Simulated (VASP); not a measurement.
# What goes wrong when the modes of ZnS (Sphalerite) are computed with a bad input, part 2 of 3

Some phonon runs on ZnS (Sphalerite) get a fault in the input on purpose. Which of them show, and how? The starting structure is a measured crystal structure from the Crystallography Open Database.

VASP 6.6.1.

Results so far: reference T2 292.1 cm⁻¹.

**3. Modes with finite displacements, else as the reference**

Level of this step: LDA; plane waves and PAW (Zn, S) (VASP).

Against step 2 the input has IBRION = 6, NFREE = 2, POTIM = 0.015, no LEPSILON and no LPEAD (also changed: NSW).

INCAR

```
SYSTEM = ZnS
PREC = Accurate
ENCUT = 450
EDIFF = 1E-08
NELM = 100
ISMEAR = 0
SIGMA = 0.03
LREAL = .FALSE.
ALGO = Normal
GGA = CA
NBANDS = 15
LORBIT = 11
LWAVE = .FALSE.
LCHARG = .FALSE.
KPAR = 8
IBRION = 6
NFREE = 2
POTIM = 0.015
NSW = 1
ISIF = 2
```

POSCAR

```
ZnS
1.0
    0.0000000000      2.6499951821      2.6499951821
    2.6499951821      0.0000000000      2.6499951821
    2.6499951821      2.6499951821      0.0000000000
Zn S
1 1
Direct
    0.0000000000      0.0000000000      0.0000000000
    0.7500000000      0.7500000000      0.7500000000
```

KPOINTS

```
Automatic mesh
0
Gamma
10 10 10
0 0 0
```

The projector-augmented-wave data sets are Zn and S (LDA family, release 64).

Run with:

```console
$ mpirun -np 8 vasp_std
```

What it wrote:

```text
[banner, memory and clock lines left out]
running    8 mpi-ranks, on    1 nodes
[...]
[... a notice as in an earlier step ...]

 LDA part: xc-table for (Slater(with rela. corr.)+CA(PZ))
 , standard interpolation
 POSCAR, INCAR and KPOINTS ok, starting setup
[...]
entering main loop
       N       E                     dE             d eps       ncg     rms          rms(c)
[... 13 cycles as in an earlier step ...]
   1 F= -.82074580E+01 E0= -.82074580E+01  d E =-.480795E-21
[... from here on, the cycles between the ionic steps are left out ...]
   2 F= -.82066901E+01 E0= -.82066901E+01  d E =-.491741E-21
   3 F= -.82066901E+01 E0= -.82066901E+01  d E =-.494070E-21
   4 F= -.82067012E+01 E0= -.82067012E+01  d E =-.494562E-21
   5 F= -.82067012E+01 E0= -.82067012E+01  d E =-.493618E-21
 Finite differences progress:
  Degree of freedom:   2/  2
  Displacement:        2/  2
  Total:               4/  4
```

Run time: 38 s. Hardware: 8 MPI ranks of AMD EPYC 7R43, shared host; peak memory 1.9 GiB; 4.9 min of CPU time.

Parts of OUTCAR (step 3):

```text
  Total        0.0006521      0.0029179      0.0029179      0.0000000     -0.1015817      0.0000000
  in kB        0.0280717      0.1256073      0.1256073      0.0000000     -4.3728117      0.0000000
  external PRESSURE =       0.0930954 kB  Pullay stress =       0.0000000 kB

 POSITION                                       TOTAL-FORCE (eV/Angst)
 -----------------------------------------------------------------------------------
      0.00000      0.00000      0.00000        -0.100823      0.000000      0.000000
      3.95999      3.97499      3.97499         0.100823      0.000000      0.000000
 -----------------------------------------------------------------------------------
    total drift:                                0.000143     -0.000001     -0.000001

  FREE ENERGIE OF THE ION-ELECTRON SYSTEM (eV)
  ---------------------------------------------------
  free  energy   TOTEN  =        -8.2067012386 eV

  energy  without entropy=       -8.2067012386  energy(sigma->0) =       -8.20670124

[... 2 parts as in an earlier step ...]

[... 1 further part left out ...]
[key lines of the parts left out:]
E-fermi :   2.6934
```

The last energy, forces and stress in OUTCAR belong to the last displaced cell, not to that of POSCAR.

With finite displacements, else as the reference the mode is T2 291.7 cm⁻¹, -0.4 cm⁻¹ from the reference.

**4. Modes with low precision and real-space projectors**

A slip made on purpose: low precision and real-space projectors. Against step 2 the input has PREC = Low, LREAL = Auto, IBRION = 6, NFREE = 2, POTIM = 0.015, no LEPSILON and no LPEAD (also changed: NELM and NSW).

Changes to INCAR since step 3:

```diff
@@ -1,9 +1,9 @@
 SYSTEM = ZnS
-PREC = Accurate
+PREC = Low
 ENCUT = 450
 EDIFF = 1E-08
-NELM = 100
+NELM = 60
 ISMEAR = 0
 SIGMA = 0.03
-LREAL = .FALSE.
+LREAL = Auto
 ALGO = Normal
```

POSCAR is that of step 3.

KPOINTS is that of step 3.

Run with:

```console
$ mpirun -np 8 vasp_std
```

What it wrote:

```text
[banner, memory and clock lines left out]
running    8 mpi-ranks, on    1 nodes
[...]
[... a notice as in an earlier step ...]

|                                                                             |
|               ----> ADVICE to this user running VASP <----                  |
|                                                                             |
|     You have a (more or less) 'small supercell' and for smaller cells       |
|     it is recommended to use the reciprocal-space projection scheme!        |
|     The real-space optimization is not efficient for small cells and it     |
|     is also less accurate ...                                               |
|     Therefore, set LREAL=.FALSE. in the INCAR file.                         |
|                                                                             |

 LDA part: xc-table for (Slater(with rela. corr.)+CA(PZ))
 , standard interpolation
 POSCAR, INCAR and KPOINTS ok, starting setup
[...]
entering main loop
       N       E                     dE             d eps       ncg     rms          rms(c)
DAV:   1     0.832574259474E+02    0.83257E+02   -0.83120E+03  1418   0.132E+03
DAV:   2    -0.318050848344E+01   -0.86438E+02   -0.81547E+02  1627   0.253E+02
DAV:   3    -0.860446687815E+01   -0.54240E+01   -0.54004E+01  1802   0.645E+01
DAV:   4    -0.866220748541E+01   -0.57741E-01   -0.57728E-01  1634   0.689E+00
[...]
DAV:  11    -0.822655562495E+01    0.34212E-05   -0.10645E-05  2206   0.701E-02    0.406E-03
DAV:  12    -0.822655575206E+01   -0.12711E-06   -0.13045E-06  1690   0.113E-02    0.151E-03
DAV:  13    -0.822655575299E+01   -0.93496E-09   -0.42460E-08  1809   0.170E-03
   1 F= -.82265558E+01 E0= -.82265558E+01  d E =-.137956E-21
[... from here on, the cycles between the ionic steps are left out ...]
   2 F= -.82256807E+01 E0= -.82256807E+01  d E =-.159078E-21
   3 F= -.82256758E+01 E0= -.82256758E+01  d E =-.159892E-21
   4 F= -.82259506E+01 E0= -.82259506E+01  d E =-.148281E-21
   5 F= -.82259522E+01 E0= -.82259522E+01  d E =-.148075E-21
 Finite differences progress:
  Degree of freedom:   2/  2
  Displacement:        2/  2
  Total:               4/  4
```

Elapsed: 29 s, on 8 MPI ranks; peak memory 1.3 GiB; 3.7 min of CPU time.

Parts of OUTCAR (step 4):

```text
  Total        0.3002635      0.5623741      0.5623741      0.0000000     -0.1000186      0.0000000
  in kB       12.9255162     24.2086541     24.2086541      0.0000000     -4.3055251      0.0000000
  external PRESSURE =      20.4476081 kB  Pullay stress =       0.0000000 kB

 POSITION                                       TOTAL-FORCE (eV/Angst)
 -----------------------------------------------------------------------------------
      0.00000      0.00000      0.00000        -0.277365      0.000000      0.000000
      3.95999      3.97499      3.97499         0.277365     -0.000000     -0.000000
 -----------------------------------------------------------------------------------
    total drift:                                0.355082      0.000069     -0.000006

  FREE ENERGIE OF THE ION-ELECTRON SYSTEM (eV)
  ---------------------------------------------------
  free  energy   TOTEN  =        -8.2259522286 eV

  energy  without entropy=       -8.2259522286  energy(sigma->0) =       -8.22595223

[... 2 parts as in an earlier step ...]

[... 1 further part left out ...]
[key lines of the parts left out:]
E-fermi :   2.6917
```

Three frequencies should lie near zero, those of the translations, and here fewer than three do (the smallest in size are -83.4, -83.4 and -83.4 cm⁻¹), so no mode of this run is used. As printed, the frequencies run from -83.4 to 435.7 cm⁻¹, imaginary ones as negative numbers.

**5. Modes with a cutoff far too low**

A slip made on purpose: a cutoff far too low. Against step 2 the input has ENCUT = 150 (also changed: NELM).

INCAR

```
SYSTEM = ZnS
PREC = Accurate
ENCUT = 150
EDIFF = 1E-08
NELM = 60
ISMEAR = 0
SIGMA = 0.03
LREAL = .FALSE.
ALGO = Normal
GGA = CA
NBANDS = 15
LORBIT = 11
LWAVE = .FALSE.
LCHARG = .FALSE.
KPAR = 8
IBRION = 8
LEPSILON = .TRUE.
LPEAD = .TRUE.
ISIF = 2
```

POSCAR is that of step 4.

KPOINTS is that of step 4.

Run with:

```console
$ mpirun -np 8 vasp_std
```

What it wrote:

```text
[... set-up lines as in an earlier step ...]
 entering main loop
       N       E                     dE             d eps       ncg     rms          rms(c)
DAV:   1     0.341142052025E+02    0.34114E+02   -0.46093E+03  1496   0.468E+02
DAV:   2    -0.354444354303E+01   -0.37659E+02   -0.36710E+02  1774   0.125E+02
DAV:   3    -0.417269431702E+01   -0.62825E+00   -0.62796E+00  1599   0.166E+01
DAV:   4    -0.417440670647E+01   -0.17124E-02   -0.17123E-02  1816   0.909E-01
[...]
DAV:  14    -0.103193793010E+01    0.24916E-06   -0.45338E-07  1522   0.365E-03    0.237E-03
DAV:  15    -0.103193789278E+01    0.37322E-07   -0.18496E-07  1648   0.556E-03    0.248E-03
DAV:  16    -0.103193790057E+01   -0.77894E-08   -0.33536E-08  1312   0.180E-03
   1 F= -.10319379E+01 E0= -.10319379E+01  d E =-.233295E-18
 Linear response reoptimize wavefunctions to high precision
DAV:   1    -0.103193789739E+01    0.31828E-08   -0.22182E-09  1203   0.344E-04
DAV:   2    -0.103193789737E+01    0.15461E-10   -0.15158E-10   747   0.820E-05
 Linear response to external field (no local field effect), progress :
[...]
RMM:  11    -0.313071734973E+00    0.83012E-08   -0.39052E-09  8595   0.306E-06    0.151E-06
 first order change of Fermi-energy  -0.46646E-04
 force on displaced ion       1 direction 1 :  -5.459  -0.000  -0.000
 Born effective charge ion    1 direction 1 :   2.064   0.000   0.000
 Linear response progress:
  Degree of freedom:   2/  2
       N       E                     dE             d eps       ncg     rms          rms(c)
RMM:   1    -0.100906944735E+00   -0.10091E+00    0.75619E-02 12354   0.173E+00
RMM:   2    -0.100864806631E+00    0.42138E-04   -0.24957E-03  8394   0.259E-01    0.297E-01
RMM:   3    -0.100967249751E+00   -0.10244E-03   -0.70077E-05  8790   0.428E-02    0.152E-01
RMM:   4    -0.101343527912E+00   -0.37628E-03   -0.53175E-05  8659   0.379E-02    0.156E-02
[...]
RMM:  10    -0.101399040337E+00   -0.36871E-07   -0.48335E-09  8212   0.486E-06    0.407E-06
RMM:  11    -0.101399014712E+00    0.25625E-07    0.55222E-10  8195   0.254E-06    0.437E-07
RMM:  12    -0.101399023089E+00   -0.83769E-08   -0.50774E-10  4205   0.592E-07    0.103E-07
 first order change of Fermi-energy   0.34695E-03
 force on displaced ion       2 direction 1 :  -5.518  -0.000  -0.000
 Born effective charge ion    2 direction 1 :  -2.057   0.000   0.000
 Born effective charges drift removed
 Linear response finished
```

Wall time 24 s (8 MPI ranks); peak memory 1 GiB.

OUTCAR, selected parts (step 5):

```text
  Total      -59.2141365    -59.2141365    -59.2141365      0.0000000      0.0000000      0.0000000
  in kB    -2549.0052758  -2549.0052758  -2549.0052758      0.0000000      0.0000000      0.0000000
  external PRESSURE =   -2549.0052758 kB  Pullay stress =       0.0000000 kB

 POSITION                                       TOTAL-FORCE (eV/Angst)
 -----------------------------------------------------------------------------------
      0.00000      0.00000      0.00000        -0.000000     -0.000000     -0.000000
      3.97499      3.97499      3.97499         0.000000      0.000000      0.000000
 -----------------------------------------------------------------------------------
    total drift:                                0.000012      0.000012      0.000020

 MACROSCOPIC STATIC DIELECTRIC TENSOR (including local field effects in DFT)
 ------------------------------------------------------
           6.288230    -0.000000    -0.000000
           0.000000     6.288230     0.000000
          -0.000000    -0.000000     6.288230
 ------------------------------------------------------

 MACROSCOPIC STATIC DIELECTRIC TENSOR IONIC CONTRIBUTION
 ------------------------------------------------------
           3.762155     0.000000     0.000000
           0.000000     3.762155     0.000000
           0.000000     0.000000     3.762155
 ------------------------------------------------------

[... 1 part as in an earlier step ...]

[... 1 further part left out ...]
```

With a cutoff far too low the mode is T2 263.6 cm⁻¹, -28.5 cm⁻¹ from the reference.

**6. Modes with one-sided displacements**

A slip made on purpose: one-sided displacements. Against step 2 the input has IBRION = 6, NFREE = 1, POTIM = 0.015, no LEPSILON and no LPEAD (also changed: NELM and NSW).

INCAR

```
SYSTEM = ZnS
PREC = Accurate
ENCUT = 450
EDIFF = 1E-08
NELM = 60
ISMEAR = 0
SIGMA = 0.03
LREAL = .FALSE.
ALGO = Normal
GGA = CA
NBANDS = 15
LORBIT = 11
LWAVE = .FALSE.
LCHARG = .FALSE.
KPAR = 8
IBRION = 6
NFREE = 1
POTIM = 0.015
NSW = 1
ISIF = 2
```

POSCAR is that of step 5.

KPOINTS is that of step 5.

Run with:

```console
$ mpirun -np 8 vasp_std
```

What it wrote:

```text
[... set-up lines as in an earlier step ...]
 entering main loop
       N       E                     dE             d eps       ncg     rms          rms(c)
[... 13 cycles as in an earlier step ...]
   1 F= -.82074580E+01 E0= -.82074580E+01  d E =-.480795E-21
 Found     2 degrees of freedom:
 Finite differences POTIM= 0.01500 DOF=   2
[...]
N       E                     dE             d eps       ncg     rms          rms(c)
[... 6 cycles as in an earlier step ...]
   2 F= -.82066901E+01 E0= -.82066901E+01  d E =-.491741E-21
 Finite differences progress:
  Degree of freedom:   1/  2
  Displacement:        1/  1
  Total:               1/  2
[...]
N       E                     dE             d eps       ncg     rms          rms(c)
DAV:   1    -0.820453396497E+01    0.21562E-02   -0.13198E+00  5207   0.862E+00    0.279E-01
DAV:   2    -0.820678558489E+01   -0.22516E-02   -0.23939E-02  6201   0.122E+00    0.103E-01
DAV:   3    -0.820672383575E+01    0.61749E-04   -0.20961E-04  6264   0.157E-01    0.646E-02
DAV:   4    -0.820670121999E+01    0.22616E-04   -0.10269E-04  6354   0.788E-02    0.137E-02
DAV:   5    -0.820670153463E+01   -0.31464E-06   -0.19325E-05  5697   0.345E-02    0.139E-02
DAV:   6    -0.820670145598E+01    0.78650E-07   -0.58250E-07  6838   0.716E-03    0.668E-03
DAV:   7    -0.820670119571E+01    0.26027E-06   -0.75256E-07  7122   0.618E-03    0.905E-04
DAV:   8    -0.820670120565E+01   -0.99435E-08   -0.97389E-08  5585   0.202E-03
   3 F= -.82067012E+01 E0= -.82067012E+01  d E =-.494438E-21
 Finite differences progress:
  Degree of freedom:   2/  2
  Displacement:        1/  1
  Total:               2/  2
```

Wall time 32 s (8 MPI ranks); peak memory 1.8 GiB.

From OUTCAR (step 6):

```text
  Total        0.0007768      0.0030261      0.0030261      0.0000000      0.1013621      0.0000000
  in kB        0.0334370      0.1302646      0.1302646      0.0000000      4.3633610      0.0000000
  external PRESSURE =       0.0979888 kB  Pullay stress =       0.0000000 kB

 POSITION                                       TOTAL-FORCE (eV/Angst)
 -----------------------------------------------------------------------------------
      0.00000      0.00000      0.00000         0.100836      0.000000      0.000000
      3.98999      3.97499      3.97499        -0.100836      0.000000      0.000000
 -----------------------------------------------------------------------------------
    total drift:                               -0.000136     -0.000001     -0.000001

  FREE ENERGIE OF THE ION-ELECTRON SYSTEM (eV)
  ---------------------------------------------------
  free  energy   TOTEN  =        -8.2067012057 eV

  energy  without entropy=       -8.2067012057  energy(sigma->0) =       -8.20670121

[... 2 parts as in an earlier step ...]

[... 1 further part left out ...]
[key lines of the parts left out:]
E-fermi :   2.6934
```

With one-sided displacements the mode is T2 291.7 cm⁻¹, as with finite displacements, else as the reference.

(Part 2 of 3 ends here.)

[Lines on the potential files, build, host, timing and source positions are cut from VASP's logs without a mark.]

[Logs are printed without paths, hosts, clocks, repeated set-up lines and the standing remarks that a program may print on its own settings, such as how far it seeks lower states.]

[Hosts, paths, dates, database ids (printed as entryN), source tags and the programs' standing remarks are cut or masked in the printed files.]
